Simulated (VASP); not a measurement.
# C (P6_3/mmc) in VASP: notebook

Runs on C. Level: r2SCAN. Tasks: relaxation of cell and atoms, vibrations by finite differences.

Everything below comes from runs of VASP 6.6.1. Logs are shortened: lines on timing, memory, paths and dates and some standing lists are left out, and cuts for length are marked.

## Step 1: The structure

The structure is hexagonal, space group P6_3/mmc (No. 194). Conventional cell: a = 2.467 Å, b = 2.467 Å, c = 7.803 Å, α = 90.00°, β = 90.00°, γ = 120.00°. C (site symmetry -6m2) is surrounded by 3 C at 1.42 Å. Around C (site symmetry -6m2) lie 3 C at 1.42 Å.

## Step 2: Relaxation of cell and atoms, r2SCAN

INCAR

```
SYSTEM = C
ALGO = Normal
EDIFF = 1E-7
EDIFFG = -0.002
ENCUT = 520
IBRION = 2
ISIF = 3
ISMEAR = 0
KPAR = 4
LASPH = .TRUE.
LCHARG = .FALSE.
LMIXTAU = .TRUE.
LREAL = .FALSE.
LWAVE = .FALSE.
METAGGA = R2SCAN
NELM = 80
NSW = 80
PREC = Accurate
SIGMA = 0.02
```

KPOINTS

```
k-points
0
G
  15 15 4
  0 0 0
```

POSCAR

```
C
1.0
    2.4672912600      0.0000000000      0.0000000000
   -1.2336456300      2.1367369100      0.0000000000
    0.0000000000      0.0000000000      7.8030730000
C
4
Direct
    0.0000000000      0.0000000000      0.2500000000
    0.0000000000      0.0000000000      0.7500000000
    0.3333333300      0.6666666700      0.2500000000
    0.6666666700      0.3333333300      0.7500000000
```

Potentials or basis: VASP PAW PBE potentials, release 64 (C).

Command:

```sh
cat potpaw_PBE.64/C/POTCAR > POTCAR
mpirun -np 4 vasp_std > vasp.out
```

OUTCAR:

```text
SYSTEM = C
   EDIFF = 1E-7
   EDIFFG = -0.002
   ENCUT = 520
   IBRION = 2
   ISIF = 3
   ISMEAR = 0
   LASPH = .TRUE.
   LREAL = .FALSE.
   METAGGA = R2SCAN
   NELM = 80
   NSW = 80
   PREC = Accurate

 ion  position               nearest neighbor table
   1  0.000  0.000  0.250-   3 1.42   3 1.42   3 1.42
   2  0.000  0.000  0.750-   4 1.42   4 1.42   4 1.42
   3  0.333  0.667  0.250-   1 1.42   1 1.42   1 1.42
   4  0.667  0.333  0.750-   2 1.42   2 1.42   2 1.42

  LATTYP: Found a hexagonal cell.
 ALAT       =     2.4672912600
 C/A-ratio  =     3.1626071581

  Lattice vectors:

 A1 = (   2.4672912600,   0.0000000000,   0.0000000000)
 A2 = (  -1.2336456300,   2.1367369100,   0.0000000000)
 A3 = (   0.0000000000,   0.0000000000,   7.8030730000)

Analysis of symmetry for initial positions (statically):
=====================================================================
 Subroutine PRICEL returns:
 Original cell was already a primitive cell.

 Routine SETGRP: Setting up the symmetry group for a
 hexagonal supercell.

 Subroutine GETGRP returns: Found 24 space group operations
 (whereof 12 operations were pure point group operations)
 out of a pool of 24 trial point group operations.

The static configuration has the point symmetry D_3d.
 The point group associated with its full space group is D_6h.

Analysis of symmetry for dynamics (positions and initial velocities):
=====================================================================
 Subroutine PRICEL returns:
 Original cell was already a primitive cell.

 Routine SETGRP: Setting up the symmetry group for a
 hexagonal supercell.

 Subroutine GETGRP returns: Found 24 space group operations
 (whereof 12 operations were pure point group operations)
 out of a pool of 24 trial point group operations.

The dynamic configuration has the point symmetry D_3d.
 The point group associated with its full space group is D_6h.

 Subroutine INISYM returns: Found 24 space group operations
 (whereof 12 operations are pure point group operations),
 and found     1 'primitive' translations

----------------------------------------------------------------------------------------

                                     Primitive cell

  volume of cell :      41.1374

  direct lattice vectors                    reciprocal lattice vectors
     2.467291260  0.000000000  0.000000000     0.405302777  0.234001668  0.000000000
    -1.233645630  2.136736910  0.000000000     0.000000000  0.468003335  0.000000000
     0.000000000  0.000000000  7.803073000     0.000000000  0.000000000  0.128154639

  length of vectors
     2.467291260  2.467291260  7.803073000     0.468003335  0.468003335  0.128154639

  position of ions in fractional coordinates (direct lattice)
     0.000000000  0.000000000  0.250000000
     0.000000000  0.000000000  0.750000000
     0.333333330  0.666666670  0.250000000
     0.666666670  0.333333330  0.750000000

  ion indices of the primitive-cell ions
   primitive index   ion index
                 1           1
                 2           2
                 3           3
                 4           4

----------------------------------------------------------------------------------------

 KPOINTS: k-points

Automatic generation of k-mesh.
 Grid dimensions read from file:
 generate k-points for:   15   15    4

 Generating k-lattice:

  Cartesian coordinates                     Fractional coordinates (reciprocal lattice)
     0.027020185  0.015600111  0.000000000     0.066666667  0.000000000  0.000000000
     0.000000000  0.031200222  0.000000000     0.000000000  0.066666667  0.000000000
     0.000000000  0.000000000  0.032038660     0.000000000  0.000000000  0.250000000

  Length of vectors
     0.031200222  0.031200222  0.032038660

  Shift w.r.t. Gamma in fractional coordinates (k-lattice)
     0.000000000  0.000000000  0.000000000

 Subroutine IBZKPT returns following result:
 ===========================================

 Found     81 irreducible k-points:

 Following reciprocal coordinates:
            Coordinates               Weight
  0.000000  0.000000  0.000000      1.000000
  0.066667  0.000000  0.000000      6.000000
  0.133333  0.000000  0.000000      6.000000
  0.200000  0.000000  0.000000      6.000000
  0.266667  0.000000  0.000000      6.000000
  0.333333  0.000000  0.000000      6.000000
[... 16 lines left out ...]
  0.333333  0.200000  0.000000     12.000000
  0.400000  0.200000  0.000000      6.000000
 [... further k-points ...]
   k-points           NKPTS =     81   k-points in BZ     NKDIM =     81   number of bands    NBANDS=     12
   number of dos      NEDOS =    301   number of ions     NIONS =      4
   total plane-waves  NPLWV =  19440
   dimension x,y,z NGX =    18 NGY =   18 NGZ =   60
   dimension x,y,z NGXF=    36 NGYF=   36 NGZF=  120
   ions per type =               4
   NGX,Y,Z   is equivalent  to a cutoff of  12.13, 12.13, 12.78 a.u.
   NGXF,Y,Z  is equivalent  to a cutoff of  24.26, 24.26, 25.57 a.u.
 SYSTEM =  C
   PREC   = accura    normal or accurate (medium, high low for compatibility)
   ISTART =      0    job   : 0-new  1-cont  2-samecut
   ICHARG =      2    charge: 1-file 2-atom 10-const
   ISPIN  =      1    spin polarized calculation?
   LNONCOLLINEAR =      F non collinear calculations
   LSORBIT =      F    spin-orbit coupling
   LASPH  =      T    aspherical Exc in radial PAW
   ENCUT  =  520.0 eV  38.22 Ry    6.18 a.u.   4.59  4.59 14.51*2*pi/ulx,y,z
   NELM   =     80;   NELMIN=  2; NELMDL= -5     # of ELM steps
   EDIFF  = 0.1E-06   stopping-criterion for ELM
   LREAL  =      F    real-space projection
   EDIFFG = -.2E-02   stopping-criterion for IOM
   NSW    =     80    number of steps for IOM
   IBRION =      2    ionic relax: 0-MD 1-quasi-New 2-CG
   NFREE  =      1    steps in history (QN), initial steepest desc. (CG)
   ISIF   =      3    stress and relaxation
   ISYM   =      2    0-nonsym 1-usesym 2-fastsym
   POTIM  = 0.5000    time-step for ionic-motion
   TEBEG  =    0.0;   TEEND  =   0.0 temperature during run
   PSTRESS=    0.0 pullay stress
   NELECT =      16.0000    total number of electrons
   NUPDOWN=      -1.0000    fix difference up-down
   EMIN   =  10.00;   EMAX   =-10.00  energy-range for DOS
   EFERMI =   0.00;   METHOD = LEGACY
   ISMEAR =     0;   SIGMA  =   0.02  broadening in eV -4-tet -1-fermi 0-gaus
   EFERMI_NEDOS =   21; number of points for ismear=-14 and -15
   IALGO  =     38    algorithm
   IMIX   =      4    mixing-type and parameters
     AMIX     =   0.40;   BMIX     =  1.00
     AMIX_MAG =   1.60;   BMIX_MAG =  1.00
  volume/ion in A,a.u.               =      10.28        69.40
  Fermi-wavevector in a.u.,A,eV,Ry     =   1.195003  2.258229 19.429568  1.428033
  Thomas-Fermi vector in A             =   2.330979
   LORBIT       =      0    0 simple, 1 ext, 2 COOP (PROOUT), +10 PAW based schemes
   METAGGA = R2SCAN    functional components
   LHFCALC =     F    Hartree Fock is set to
   AEXX    =    0.0000 exact exchange contribution
   IVDW    =     0    specifies the selected vdW correction
   LEPSILON=     F    determine dielectric tensor
   LRPA    =     F    only Hartree local field effects (RPA)
 conjugate gradient relaxation of ions
 non-spin polarized calculation
 Gauss-broadening in eV      SIGMA  =   0.02
  energy-cutoff  :      520.00
  volume of cell :       41.14
 maximum number of plane-waves:      1128
   NGX =  9   NGY =  9   NGZ = 29

--------------------------------------- Ionic step        1  -------------------------------------------

 number of electron      15.9999994 magnetization

 Free energy of the ion-electron system (eV)
  ---------------------------------------------------
  ext. energy  EPLUGINS =         0.00000000
  ---------------------------------------------------
  free energy    TOTEN  =       -39.72883057 eV

  energy without entropy =      -39.72858174  energy(sigma->0) =      -39.72870615

------------------------ aborting loop because EDIFF is reached ----------------------------------------

  FORCE on cell =-STRESS in cart. coord.  units (eV):
  Direction    XX          YY          ZZ          XY          YZ          ZX
  --------------------------------------------------------------------------------------
  -------------------------------------------------------------------------------------
  Total       -1.0196813     -1.0196813     -0.2753591      0.0000000      0.0000000      0.0000000
  in kB      -39.7134736    -39.7134736    -10.7243950      0.0000000      0.0000000      0.0000000
  external PRESSURE =     -30.0504474 kB  Pullay stress =       0.0000000 kB
[... 95 lines left out ...]
  FREE ENERGIE OF THE ION-ELECTRON SYSTEM (eV)
  ---------------------------------------------------
  free  energy   TOTEN  =       -39.7328919164 eV

  energy  without entropy=      -39.7326430898  energy(sigma->0) =      -39.73276750

 E-fermi :   3.5363     XC(G=0): -10.1491

 val. band max:        3.5359077004   @ k =   0.3333   0.3333   0.2500
 cond. band min:       3.5378155039   @ k =   0.3333   0.3333   0.5000
 fundamental gap:      0.0019078035
 Fermi energy:         3.5362943432

 k-point     1 :       0.0000    0.0000    0.0000
  band No.  band energies     occupation
      1     -17.3451      2.00000
      2     -17.2528      2.00000
      3      -5.0369      2.00000
      4      -4.0938      2.00000
      5       0.3078      2.00000
      6       0.3078      2.00000
      7       0.3118      2.00000
      8       0.3118      2.00000
      9       7.0073      0.00000
     10      11.6017      0.00000
     11      12.2326      0.00000
     12      12.2326      0.00000
[... 333 lines left out ...]
      1     -11.1442      2.00000
      2     -11.1136      2.00000
      3      -9.9892      2.00000
      4      -9.9694      2.00000
      5      -5.8794      2.00000
      6      -5.8514      2.00000
      7       1.7607      2.00000
      8       2.0673      2.00000
      9       4.8941      0.00000
     10       5.0236      0.00000
     11      14.7749      0.00000
     12      15.1116      0.00000

 [... further k-points ...]

[... ionic steps 4 to 10 ...]

--------------------------------------- Ionic step       11  -------------------------------------------

 number of electron      15.9999995 magnetization

------------------------ aborting loop because EDIFF is reached ----------------------------------------
[... 71 lines left out ...]
--------------------------------------- Ionic step       13  -------------------------------------------

 number of electron      15.9999995 magnetization

 Free energy of the ion-electron system (eV)
  ---------------------------------------------------
  ext. energy  EPLUGINS =         0.00000000
  ---------------------------------------------------
  free energy    TOTEN  =       -39.75485095 eV

  energy without entropy =      -39.75463190  energy(sigma->0) =      -39.75474143

 E-fermi :   4.3649     XC(G=0): -10.8858

 val. band max:        4.3635529910   @ k =   0.3333   0.3333   0.2500
 cond. band min:       4.3696163490   @ k =   0.3333   0.3333   0.5000
 fundamental gap:      0.0060633581
 Fermi energy:         4.3649479791

 k-point     1 :       0.0000    0.0000    0.0000
  band No.  band energies     occupation
      1     -16.5626      2.00000
      2     -16.3388      2.00000
      3      -4.5230      2.00000
      4      -2.8429      2.00000
      5       1.1576      2.00000
      6       1.1576      2.00000
      7       1.1709      2.00000
      8       1.1709      2.00000
      9       8.5053      0.00000
     10      13.0751      0.00000
     11      13.0751      0.00000
     12      13.1148      0.00000
[... 376 lines left out ...]
  FREE ENERGIE OF THE ION-ELECTRON SYSTEM (eV)
  ---------------------------------------------------
  free  energy   TOTEN  =       -39.7548509501 eV

  energy  without entropy=      -39.7546319049  energy(sigma->0) =      -39.75474143

 reached required accuracy - stopping structural energy minimisation
```

Run time: 4.2 min. Hardware: 4 MPI ranks of Intel Xeon 6975P-C (Granite Rapids), shared host; peak memory 0.17 GiB.

Results:

```yaml
Free_energy: -39.7549 eV
Relaxed_volume: 9.09 Å³/atom
Relaxed_cell: a = 2.458 Å, b = 2.458 Å, c = 6.952 Å, α = 90.00°, β = 90.00°, γ = 120.00°
Space_group_after_relaxing_to_0.05_Å: P6_3/mmc (No. 194)
Energy_gained_by_relaxing: 6.5 meV/atom
Ionic_steps: 13
Pressure_after_relaxing: 0.0 GPa
Band_gap_on_the_k_mesh: none (metal or under the smearing width)
```

The path:
| step | energy change (eV) | largest force (eV/Å) | pressure (GPa) | volume (Å³) |
| --- | --- | --- | --- | --- |
| 1 | 0.0000 | 0.0000 | -3.01 | 41.14 |
| 2 | 0.0166 | 0.0000 | 6.23 | 40.00 |
| 3 | -0.0041 | 0.0000 | -0.28 | 40.79 |
| 4 | -0.0049 | 0.0000 | -0.28 | 40.66 |
| 5 | -0.0073 | 0.0000 | -0.29 | 40.30 |
| 6 | -0.0122 | 0.0000 | -0.30 | 39.57 |
| 7 | -0.0209 | 0.0000 | -0.27 | 38.12 |
| 8 | -0.0227 | 0.0000 | 0.12 | 35.21 |
| 9 | -0.0257 | 0.0000 | -0.17 | 36.77 |
| 10 | -0.0260 | 0.0000 | -0.11 | 36.29 |
| 11 | -0.0260 | 0.0000 | -0.12 | 36.38 |
| 12 | -0.0233 | 0.0000 | 2.62 | 36.08 |
| 13 | -0.0260 | 0.0000 | 0.00 | 36.36 |

Final structure:
```cif
data_structure
_symmetry_space_group_name_H-M 'P 1'
_symmetry_Int_Tables_number 1
_cell_length_a 2.4575
_cell_length_b 2.4575
_cell_length_c 6.9524
_cell_angle_alpha 90.000
_cell_angle_beta 90.000
_cell_angle_gamma 120.000
_cell_volume 36.36
loop_
_atom_site_label
_atom_site_type_symbol
_atom_site_fract_x
_atom_site_fract_y
_atom_site_fract_z
_atom_site_occupancy
C1 C 0.00000 0.00000 0.25000 1
C2 C 0.00000 0.00000 0.75000 1
C3 C 0.33333 0.66667 0.25000 1
C4 C 0.66667 0.33333 0.75000 1
```

Caveat: the PAW data sets were made with another functional, which shifts forces and pressure a little.

(Continued in part 2 of 3.)
